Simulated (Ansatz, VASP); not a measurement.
**One calculation of AlN, two programs**

INCAR

```
SYSTEM = AlN
  ALGO = Normal
  EDIFF = 1E-7
  ENCUT = 520
  GGA = PE
  ISIF = 2
  ISMEAR = 0
  LASPH = .TRUE.
  LCHARG = .FALSE.
  LREAL = .FALSE.
  LWAVE = .FALSE.
  NBANDS = 11
  NELM = 60
  PREC = Accurate
  SIGMA = 0.05
```

KPOINTS

```
k-points
0
G
  10 10 10
  0 0 0
```

The input POSCAR:

```
AlN
1.0
    0.0000000000      2.2098430560      2.2098430560
    2.2015871044      0.0082559516      2.2015871044
    2.2015871044      2.2015871044      0.0082559516
Al N
1 1
Direct
    0.0000000000      0.0000000000      0.0000000000
    0.7500000000      0.7500000000      0.7500000000
```

Input for Ansatz:

```yaml
crystal:
  lattice:
    - [0.0, 2.2098430522, 2.2098430522]
    - [2.2015871006, 0.0082559516, 2.2015871006]
    - [2.2015871006, 2.2015871006, 0.0082559516]
  atoms:
    - { symbol: Al, position: [0.0, 0.0, 0.0] }
    - { symbol: "N", position: [0.75, 0.75, 0.75] }
basis:
  ecutwfc: 420
kpoints:
  mp_grid: { grid: [10, 10, 10] }
hamiltonian:
  xc: pbe
scf:
  occupations: { method: gaussian, width: 0.05 }
output:
  forces: true
  stress: true
  eigenvalues: true
```

Change from the starting cell: strain +0.0075 x Voigt [0, 0, 0, 1, 0, 0], atoms carried along.

Alike in both runs: task single point; functional PBE; k mesh 10 × 10 × 10; occupations gaussian, width 0.05 eV; no spin polarisation.

```csv
,VASP,Ansatz
version,VASP 6.6.1,Ansatz 0.2.0
potentials or method,"VASP PAW PBE potentials, release 64 (Al, N)","scalar-relativistic, plane waves, PAW"
plane-wave cutoff (eV),520,420
valence electrons in the cell,8,8
```

```csv
,VASP,Ansatz,Ansatz less VASP
gap on the k mesh at the Fermi level (eV),3.28,3.29,+0.007
least direct gap on the mesh (eV),3.96,3.96,-0.009
pressure (GPa),-0.3,0.0,+0.27
largest component of the traceless stress (GPa),1.61,1.60,-0.011
rms of the force components (eV/Å),0.035,0.035,-0.0002
```

Atom by atom the forces differ by 0.000 eV/Å (rms over components). The functional is the same, so the differences come from potentials, cutoffs and numerics.

A k mesh can miss the band edges.
